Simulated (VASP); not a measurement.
# Sm (I4/mmm) in VASP: a series of runs

The runs below take Sm through band structure, single point, with TB-mBJ, PBEsol+U.

Everything below comes from runs of VASP 6.6.1. Logs are shortened: lines on timing, memory, paths and dates and some standing lists are left out, and cuts for length are marked.

**1. The crystal as given**

The structure is tetragonal, space group I4/mmm (No. 139). The conventional cell has a = 3.635 Å, b = 3.635 Å, c = 5.122 Å, α = 90.00°, β = 90.00°, γ = 90.00°. Around Sm (site symmetry 4/mmm) lie 12 Sm at 3.63 Å.

This isn't the form of Sm at room conditions, which is rhombohedral.

**2. Band structure, TB-mBJ, collinear spin, antiferromagnetic start, spin-orbit coupling**

File POSCAR:

```
Sm
1.0
    0.0000000000      0.0000000000      5.1219743804
    3.6346061382     -3.6346061382      0.0000000000
    1.8173030691      1.8173030691     -2.5609871902
Sm
2
Direct
    0.0000000000      0.0000000000      0.0000000000
    0.5000000000      0.5000000000      0.0000000000
```

File INCAR.step1:

```
PREC = Normal ; ENCUT = 520
EDIFF = 1E-5 ; ISMEAR = 0
SIGMA = 0.05 ; LREAL = False
LASPH = True ; NELM = 120
ALGO = Normal ; ISIF = 2
LWAVE = True ; LCHARG = False
LNONCOLLINEAR = True ; MAGMOM = 0 0 5 0 0 -5
LORBIT = 11 ; LSORBIT = True
GGA_COMPAT = False ; LORBMOM = True
LMAXMIX = 6 ; NBANDS = 34
GGA = PE
```

File INCAR.step2:

```
PREC = Normal ; ENCUT = 520
EDIFF = 1E-7 ; ISMEAR = 0
SIGMA = 0.05 ; LREAL = False
LASPH = True ; NELM = 120
ALGO = Normal ; ISIF = 2
LWAVE = False ; LCHARG = False
LNONCOLLINEAR = True ; MAGMOM = 0 0 5 0 0 -5
LORBIT = 11 ; LSORBIT = True
GGA_COMPAT = False ; LORBMOM = True
LMAXMIX = 6 ; METAGGA = MBJ
NBANDS = 34 ; ISTART = 1
```

File KPOINTS:

```
regular mesh
0
Gamma
  10 5 10
```

File KPOINTS_OPT:

```
path GXSRAZGYX1A1TY,ZT
20
line-mode
reciprocal
 0.0000000000  0.0000000000  0.0000000000  G
-0.9964781054  0.0000000000  0.4982390527  X

-0.9964781054  0.0000000000  0.4982390527  X
-0.5000000000  0.0000000000  0.0000000000  S

-0.5000000000  0.0000000000  0.0000000000  S
-0.5000000000 -0.5000000000  0.0000000000  R

-0.5000000000 -0.5000000000  0.0000000000  R
-0.9964781054 -0.5000000000  0.4982390527  A

-0.9964781054 -0.5000000000  0.4982390527  A
 0.0000000000 -0.5000000000  0.0000000000  Z

 0.0000000000 -0.5000000000  0.0000000000  Z
 0.0000000000  0.0000000000  0.0000000000  G

 0.0000000000  0.0000000000  0.0000000000  G
 0.0000000000  0.0000000000 -0.5000000000  Y

 0.0000000000  0.0000000000 -0.5000000000  Y
-0.0035218946  0.0000000000 -0.4982390527  X1

-0.0035218946  0.0000000000 -0.4982390527  X1
-0.0035218946 -0.5000000000 -0.4982390527  A1

-0.0035218946 -0.5000000000 -0.4982390527  A1
 0.0000000000 -0.5000000000 -0.5000000000  T

 0.0000000000 -0.5000000000 -0.5000000000  T
 0.0000000000  0.0000000000 -0.5000000000  Y

 0.0000000000 -0.5000000000  0.0000000000  Z
 0.0000000000 -0.5000000000 -0.5000000000  T
```

Potentials or basis: VASP PAW PBE potentials, release 64 (Sm_3), 4f in core.

On the command line:

```bash
> cat potpaw_PBE.64/Sm_3/POTCAR > POTCAR
> cp INCAR.step1 INCAR
> mpirun -np 1 vasp_ncl > vasp.out
> cp INCAR.step2 INCAR
> mpirun -np 1 vasp_ncl > vasp.out
```

OUTCAR:

```text
PREC = Normal
   ENCUT = 520
   EDIFF = 1E-7
   ISMEAR = 0
   LREAL = False
   LASPH = True
   NELM = 120
   ISIF = 2
   LNONCOLLINEAR = True
   LORBIT = 11
   LSORBIT = True
   METAGGA = MBJ
   ISTART = 1

 ion  position               nearest neighbor table
   1  0.000  0.000  0.000-   2 3.63   2 3.63   2 3.63   2 3.63   2 3.63   2 3.63   2 3.63   2 3.63

   2  0.500  0.500  0.000-   1 3.63   1 3.63   1 3.63   1 3.63   1 3.63   1 3.63   1 3.63   1 3.63

  LATTYP: Found a base centered orthorhombic cell.
 ALAT       =     5.1219743804
 B/A-ratio  =     1.0035406101
 C/A-ratio  =     1.0035406101

  Lattice vectors:

 A1 = (  -1.8173030691,  -1.8173030691,  -2.5609871902)
 A2 = (   1.8173030691,   1.8173030691,  -2.5609871902)
 A3 = (   3.6346061382,  -3.6346061382,   0.0000000000)

Analysis of symmetry for initial positions (statically):
=====================================================================
 Subroutine PRICEL returns following result:

  LATTYP: Found a body centered tetragonal cell.
 ALAT       =     3.6346061382
 C/A-ratio  =     1.4092240495

  Lattice vectors:

 A1 = (   1.8173030691,  -1.8173030691,  -2.5609871902)
 A2 = (  -1.8173030691,   1.8173030691,  -2.5609871902)
 A3 = (   1.8173030691,   1.8173030691,   2.5609871902)

   2 primitive cells build up your supercell.

 Routine SETGRP: Setting up the symmetry group for a
 base centered orthorhombic supercell.

 Subroutine GETGRP returns: Found  8 space group operations
 (whereof  8 operations were pure point group operations)
 out of a pool of  8 trial point group operations.

The static configuration has the point symmetry D_2h.

Analysis of symmetry for dynamics (positions and initial velocities):
=====================================================================
 Subroutine PRICEL returns following result:

  LATTYP: Found a body centered tetragonal cell.
 ALAT       =     3.6346061382
 C/A-ratio  =     1.4092240495

  Lattice vectors:

 A1 = (   1.8173030691,  -1.8173030691,  -2.5609871902)
 A2 = (  -1.8173030691,   1.8173030691,  -2.5609871902)
 A3 = (   1.8173030691,   1.8173030691,   2.5609871902)

   2 primitive cells build up your supercell.

 Routine SETGRP: Setting up the symmetry group for a
 base centered orthorhombic supercell.

 Subroutine GETGRP returns: Found  8 space group operations
 (whereof  8 operations were pure point group operations)
 out of a pool of  8 trial point group operations.

The dynamic configuration has the point symmetry D_2h.

Analysis of structural, dynamic, and magnetic symmetry:
=====================================================================
 Subroutine PRICEL returns:
 Original cell was already a primitive cell.

 Routine SETGRP: Setting up the symmetry group for a
 base centered orthorhombic supercell.

 Subroutine GETGRP returns: Found  8 space group operations
 (whereof  4 operations were pure point group operations)
 out of a pool of  8 trial point group operations.

The overall configuration has the point symmetry C_2h.
 The point group associated with its full space group is D_2h.

 Subroutine INISYM returns: Found  8 space group operations
 (whereof  4 operations are pure point group operations),
 and found     1 'primitive' translations

----------------------------------------------------------------------------------------

                                     Primitive cell

  volume of cell :      67.6631

  direct lattice vectors                    reciprocal lattice vectors
     0.000000000  0.000000000  5.121974380     0.137566488  0.137566488  0.195237212
     3.634606138 -3.634606138  0.000000000     0.137566488 -0.137566488  0.000000000
     1.817303069  1.817303069 -2.560987190     0.275132975  0.275132975  0.000000000

  length of vectors
     5.121974380  5.140109295  3.628200143     0.275620475  0.194548392  0.389096785

  position of ions in fractional coordinates (direct lattice)
     0.000000000  0.000000000  0.000000000
     0.500000000  0.500000000  0.000000000

  ion indices of the primitive-cell ions
   primitive index   ion index
                 1           1
                 2           2

[... 88 lines left out ...]
   IALGO  =     38    algorithm
   IMIX   =      4    mixing-type and parameters
     AMIX     =   0.40;   BMIX     =  1.00
     AMIX_MAG =   1.60;   BMIX_MAG =  1.00
  volume/ion in A,a.u.               =      33.83       228.31
  Fermi-wavevector in a.u.,A,eV,Ry     =   1.125723  2.127309 17.242026  1.267253
  Thomas-Fermi vector in A             =   2.262402
   LORBIT       =     11    0 simple, 1 ext, 2 COOP (PROOUT), +10 PAW based schemes
   METAGGA = MBJ    functional components
   LHFCALC =     F    Hartree Fock is set to
   AEXX    =    0.0000 exact exchange contribution
   IVDW    =     0    specifies the selected vdW correction
   LEPSILON=     F    determine dielectric tensor
   LRPA    =     F    only Hartree local field effects (RPA)
 Gauss-broadening in eV      SIGMA  =   0.05
  energy-cutoff  :      520.00
  volume of cell :       67.66
 maximum number of plane-waves:      3736
   NGX = 19   NGY = 19   NGZ = 13

 number of electron      21.9999996 magnetization      -0.0000000      0.0000000     -0.0000000

 number of electron      21.9999996 magnetization       0.0000000     -0.0000000      0.0000000

 Free energy of the ion-electron system (eV)
  ---------------------------------------------------
  ext. energy  EPLUGINS =         0.00000000
  ---------------------------------------------------
  free energy    TOTEN  =      1016.47712706 eV

  energy without entropy =     1016.48067461  energy(sigma->0) =     1016.47890083

 E-fermi :   2.8585     XC(G=0): -10.0477

 val. band max:        2.8556776144   @ k =   0.5000   0.2000   0.1000
 cond. band min:       2.9126596236   @ k =   0.5000   0.2000   0.2000
 fundamental gap:      0.0569820091
 Fermi energy:         2.8584586904

 k-point     1 :       0.0000    0.0000    0.0000
  band No.  band energies     occupation
      1     -38.2580      1.00000
      2     -38.2580      1.00000
      3     -38.1358      1.00000
      4     -38.1358      1.00000
      5     -20.1565      1.00000
      6     -20.1565      1.00000
[... 877 lines left out ...]
     33       5.9092      0.00000
     34       5.9092      0.00000

 [... further k-points ...]
[... 5 lines left out ...]
  --------------------------------------------------------------------------------------
  -------------------------------------------------------------------------------------
  Total      -20.0813184    -20.0813184    -20.0323758      0.0121174      0.0000000      0.0000000
  in kB     -475.5001869   -475.5001869   -474.3412873      0.2869251      0.0000000      0.0000000
  external PRESSURE =    -475.1138870 kB  Pullay stress =       0.0000000 kB

 VOLUME and BASIS-vectors are now :
 -----------------------------------------------------------------------------
  energy-cutoff  :      520.00
  volume of cell :       67.66
      direct lattice vectors                 reciprocal lattice vectors
     0.000000000  0.000000000  5.121974380     0.137566488  0.137566488  0.195237212
     3.634606138 -3.634606138  0.000000000     0.137566488 -0.137566488  0.000000000
     1.817303069  1.817303069 -2.560987190     0.275132975  0.275132975  0.000000000

 POSITION                                       TOTAL-FORCE (eV/Angst)
 -----------------------------------------------------------------------------------
      0.00000      0.00000      0.00000         0.000000      0.000000     -0.000000
      1.81730     -1.81730      2.56099        -0.000000     -0.000000      0.000000
 -----------------------------------------------------------------------------------
    total drift:                                0.000000     -0.000000      0.000000

  FREE ENERGIE OF THE ION-ELECTRON SYSTEM (eV)
  ---------------------------------------------------
  free  energy   TOTEN  =      1016.4771270608 eV

  energy  without entropy=     1016.4806746092  energy(sigma->0) =     1016.47890083

 orbital moment (x)

 # of ion     p       d       tot
 ----------------------------------------
  1         0.000   0.000   0.000
  2         0.000  -0.000  -0.000
 ----------------------------------------
            0.000  -0.000  -0.000

 orbital moment (y)

 # of ion     p       d       tot
 ----------------------------------------
  1         0.000  -0.000  -0.000
  2         0.000   0.000   0.000
 ----------------------------------------
            0.000  -0.000  -0.000

 orbital moment (z)

 # of ion     p       d       tot
 ----------------------------------------
  1        -0.000   0.000   0.000
  2         0.000  -0.000  -0.000
 ----------------------------------------
            0.000   0.000   0.000

 Spin-Orbit-Coupling matrix elements

 Ion:    1  E_soc:     -0.6283888
 l=   1
     0.0000000    -0.1031667    -0.1031652
    -0.1031667     0.0000000    -0.1031667
    -0.1031652    -0.1031667     0.0000000
 l=   2
     0.0000000    -0.0003538     0.0000000    -0.0003538    -0.0014413
    -0.0003538     0.0000000    -0.0010901    -0.0001250    -0.0001208
     0.0000000    -0.0010901     0.0000000    -0.0010901     0.0000000
    -0.0003538    -0.0001250    -0.0010901     0.0000000    -0.0001208
    -0.0014413    -0.0001208     0.0000000    -0.0001208     0.0000000
 l=   3
     0.0000000     0.0000000     0.0000000     0.0000000     0.0000000     0.0000000     0.0000000
     0.0000000     0.0000000     0.0000000     0.0000000     0.0000000     0.0000000     0.0000000
     0.0000000     0.0000000     0.0000000     0.0000000     0.0000000     0.0000000     0.0000000
     0.0000000     0.0000000     0.0000000     0.0000000     0.0000000     0.0000000     0.0000000
     0.0000000     0.0000000     0.0000000     0.0000000     0.0000000     0.0000000     0.0000000
     0.0000000     0.0000000     0.0000000     0.0000000     0.0000000     0.0000000     0.0000000
     0.0000000     0.0000000     0.0000000     0.0000000     0.0000000     0.0000000     0.0000000

 Ion:    2  E_soc:     -0.6283888
 l=   1
     0.0000000    -0.1031667    -0.1031652
    -0.1031667     0.0000000    -0.1031667
    -0.1031652    -0.1031667     0.0000000
 l=   2
     0.0000000    -0.0003538     0.0000000    -0.0003538    -0.0014413
    -0.0003538     0.0000000    -0.0010901    -0.0001250    -0.0001208
     0.0000000    -0.0010901     0.0000000    -0.0010901     0.0000000
    -0.0003538    -0.0001250    -0.0010901     0.0000000    -0.0001208
    -0.0014413    -0.0001208     0.0000000    -0.0001208     0.0000000
 l=   3
     0.0000000     0.0000000     0.0000000     0.0000000     0.0000000     0.0000000     0.0000000
     0.0000000     0.0000000     0.0000000     0.0000000     0.0000000     0.0000000     0.0000000
     0.0000000     0.0000000     0.0000000     0.0000000     0.0000000     0.0000000     0.0000000
     0.0000000     0.0000000     0.0000000     0.0000000     0.0000000     0.0000000     0.0000000
     0.0000000     0.0000000     0.0000000     0.0000000     0.0000000     0.0000000     0.0000000
     0.0000000     0.0000000     0.0000000     0.0000000     0.0000000     0.0000000     0.0000000
     0.0000000     0.0000000     0.0000000     0.0000000     0.0000000     0.0000000     0.0000000

 total charge

# of ion       s       p       d       tot
------------------------------------------
    1        2.214   5.869   1.031   9.114
    2        2.214   5.869   1.031   9.114
--------------------------------------------------
tot          4.428  11.737   2.063  18.229

 magnetization (x)

# of ion       s       p       d       tot
------------------------------------------
    1        0.000   0.000   0.000   0.000
    2        0.000   0.000   0.000   0.000
--------------------------------------------------
tot          0.000   0.000   0.000   0.000

 magnetization (y)

# of ion       s       p       d       tot
------------------------------------------
    1        0.000   0.000   0.000   0.000
    2        0.000   0.000   0.000   0.000
--------------------------------------------------
tot          0.000   0.000   0.000   0.000

 magnetization (z)

# of ion       s       p       d       tot
------------------------------------------
    1       -0.000  -0.000  -0.000  -0.000
    2        0.000   0.000   0.000   0.000
--------------------------------------------------
tot          0.000   0.000   0.000   0.000
```

Wall time 9.8 min (1 thread of Intel Xeon Platinum 8559C (Emerald Rapids), shared host); peak memory 0.62 GiB.

What came out:

```
Net moment                                            : 0.00 μB per cell
Valence electrons inside the program's atomic spheres : Sm 9.11
```

Moments on the atoms (μB; x, y, z):
```
Sm  0.00 0.00 0.00
Sm  0.00 0.00 0.00
```

Caveat: the magnetic or orbital state may not be the lowest; the PAW data sets were made with another functional, which shifts forces and pressure a little; the 4f electrons are frozen in the core as for a trivalent ion, so they carry no moment and show no levels. The state reached can hang on the start; a lower one may exist.

**3. Single point, PBEsol+U, collinear spin, ferromagnetic start (cell strained at random at fixed volume)**

File run.py:

```python
from ase.calculators.vasp import Vasp
from ase.dft.bandgap import bandgap
from ase.io import read

atoms = read('POSCAR')
atoms.set_initial_magnetic_moments([5.0])
calc = Vasp(
    directory='calc',
    xc='pbesol',
    pp='PBE',
    setups={'base': 'minimal', 'Sm': '_3'},
    prec='Normal',
    encut=600,
    ediff=0.001,
    ismear=-5,
    sigma=0.05,
    lreal=False,
    lasph=True,
    nelm=120,
    algo='Fast',
    isif=2,
    lwave=False,
    lcharg=False,
    ispin=2,
    lorbit=11,
    lmaxmix=6,
    ldautype=2,
    ldauprint=1,
    ldau_luj={'Sm': {'L': 3, 'U': 5, 'J': 0}},
    kpts=[2, 2, 2],
    gamma=True,
)
atoms.calc = calc

print('energy (eV):', atoms.get_potential_energy())
print('free energy (eV):', atoms.get_potential_energy(force_consistent=True))
print('forces (eV/A):')
print(atoms.get_forces())
print('stress (eV/A^3, Voigt):', atoms.get_stress())
print('Fermi level (eV):', calc.get_fermi_level())
print('moment (muB):', atoms.get_magnetic_moment())
print('site moments (muB):', atoms.get_magnetic_moments())
gap, top, bottom = bandgap(calc)
print('band gap (eV):', gap, 'from (spin, k, band)', top, 'to', bottom)
```

File POSCAR:

```
Sm
1.0
   -1.7649830000      1.8113010000      2.5224420000
    1.8390270000     -1.8524370000      2.6041750000
    1.7646900000      1.8521440000     -2.5516320000
Sm
1
Direct
    0.0000000000      0.0000000000      0.0000000000
```

Potentials or basis: VASP PAW PBE potentials, release 64 (Sm_3), 4f in core.

On the command line:

```bash
> python run.py
```

The log of the run:

```text
energy (eV): -6.74936108
free energy (eV): -6.74936108
forces (eV/A):
[[0. 0. 0.]]
stress (eV/A^3, Voigt): [ 0.12811118  0.11838479  0.12178728  0.01264394 -0.01114315  0.00441414]
Fermi level (eV): 3.37527116
moment (muB): 0.0065486
site moments (muB): [0.001]
band gap (eV): 0.0 from (spin, k, band) (None, None, None) to (None, None, None)
```

OUTCAR:

```text
ENCUT = 600.000000
   EDIFF = 1.00e-03
   GGA = PS
   PREC = Normal
   ISIF = 2
   ISMEAR = -5
   ISPIN = 2
   LORBIT = 11
   NELM = 120
   LASPH = .TRUE.
   LREAL = .FALSE.

[... 512 lines left out ...]
    total drift:                                0.000000      0.000000      0.000000

  FREE ENERGIE OF THE ION-ELECTRON SYSTEM (eV)
  ---------------------------------------------------
  free  energy   TOTEN  =        -6.7493610790 eV

  energy  without entropy=       -6.7493610790  energy(sigma->0) =       -6.74936108

 total charge

# of ion       s       p       d       tot
------------------------------------------
    1        2.212   5.776   1.191   9.179

 magnetization (x)

# of ion       s       p       d       tot
------------------------------------------
    1        0.000  -0.000   0.001   0.001
```

INCAR:

```text
ENCUT = 600.000000
SIGMA = 0.050000
EDIFF = 1.00e-03
ALGO = Fast
GGA = PS
PREC = Normal
ISIF = 2
ISMEAR = -5
ISPIN = 2
LDAUPRINT = 1
LDAUTYPE = 2
LMAXMIX = 6
LORBIT = 11
NELM = 120
LASPH = .TRUE.
LCHARG = .FALSE.
LWAVE = .FALSE.
LREAL = .FALSE.
LDAU = .TRUE.
LDAUL = 3
LDAUU = 5.000
LDAUJ = 0.000
MAGMOM = 1*5.0000
```

Wall time 10 s (1 thread of Intel Xeon Platinum 8559C (Emerald Rapids), shared host); peak memory 0.15 GiB.

The run converged, but some of its settings lie outside the range that counts as converged (typed here: PREC = Normal; EDIFF = 0.001; k = 2 × 2 × 2), so its numbers aren't taken as properties of the crystal.

What came out:

```yaml
Free_energy: -6.7494 eV
Pressure: -19.7 GPa
Band_gap_on_the_k_mesh: none (metal or under the smearing width)
Net_moment: 0.01 μB per cell
Valence_electrons_inside_the_program's_atomic_spheres: Sm 9.18
```

Caveat: the k mesh is coarse (spacing up to 1.22 Å⁻¹), so the values aren't converged; the magnetic or orbital state may not be the lowest; U is put on an f shell that these potentials keep in the core, so it has next to no effect; the PAW data sets were made with another functional, which shifts forces and pressure a little; spin-orbit coupling is left out, which moves the levels of the heavy elements; the 4f electrons are frozen in the core as for a trivalent ion, so they carry no moment and show no levels; tetrahedron occupations give inexact forces and stress in metals.

**4. The reference run**

An earlier run on the cell as given: functional PBE; potentials or basis VASP PAW PBE potentials, release 64 (Sm); cutoff 520 eV; k mesh 10 × 10 × 10; occupations fermi-dirac, width 0.05 eV; collinear spin, ferromagnetic start; starting moments [5.0] μB.

- Pressure: 2.8 GPa
- Band gap on the k mesh: none (metal or under the smearing width)
- Net moment: 6.56 μB per cell
- Site moments: Sm +5.71 μB
- Valence electrons inside the program's atomic spheres: Sm 13.66
